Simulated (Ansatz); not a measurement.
**SnTe in Ansatz: the effect of functional**

The system is SnTe.

```
Te Sn
1.0
     0.00000    3.10827    3.10827
     3.10827    0.00000    3.10827
     3.10827    3.10827    0.00000
Te Sn
1 1
Direct
  0.50000 0.50000 0.50000
  0.00000 0.00000 0.00000
```

The cell isn't the ideal one: volume scaled by 0.96.

Alike in all runs:

| Property | Result |
| --- | --- |
| Program | Ansatz 0.2.0 |
| Task | single point |
| Potentials or basis | Ansatz PAW |
| k mesh | 7 × 7 × 7 |
| Occupations | fermi-dirac, width 0.05 eV |
| Spin | no spin polarisation |

Question: One run gave: pressure 0.4 GPa. Which functional did it use?
A. PBE
B. LDA
C. r2SCAN

Answer: B.

```tsv
functional	cutoff	pressure (GPa)
LDA	420 eV (not typed: the program's choice for these potentials)	0.4
r2SCAN	500 eV (not typed: the program's choice for these potentials)	3.7
PBE	420 eV (not typed: the program's choice for these potentials)	4.4
```

Caveats: the PAW data sets come from PBE, with cores solved anew for the run's functional, which leaves a small shift of forces and pressure (some runs).
